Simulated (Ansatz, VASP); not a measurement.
## Two plane-wave programs on P

```xyz
1
Lattice="2.5236 0.0000 0.0000 -1.2618 2.1855 0.0000 0.0000 0.0000 2.3586" Properties=species:S:1:pos:R:3 pbc="T T T"
P     0.0000    0.0000    0.0000
```

Alike in both runs: functional PBE; k mesh 17 × 17 × 16; occupations fermi-dirac, width 0.05 eV; no spin polarisation.

Ansatz relaxed the structure, and its values are those at the end. VASP's run is a single point on that final structure, the one shown.

|  | VASP | Ansatz |
| --- | --- | --- |
| version | VASP 6.6.1 | Ansatz 0.2.0 |
| potentials or method | VASP PAW PBE potentials, release 64 (P) | PAW with Ansatz's default frozen-core files, scalar-relativistic |
| plane-wave cutoff (eV) | 520 | 420 |
| valence electrons in the cell | 5 | 5 |

|  | VASP | Ansatz | Ansatz less VASP |
| --- | --- | --- | --- |
| pressure (GPa) | 14.6 | 15.0 | +0.36 |
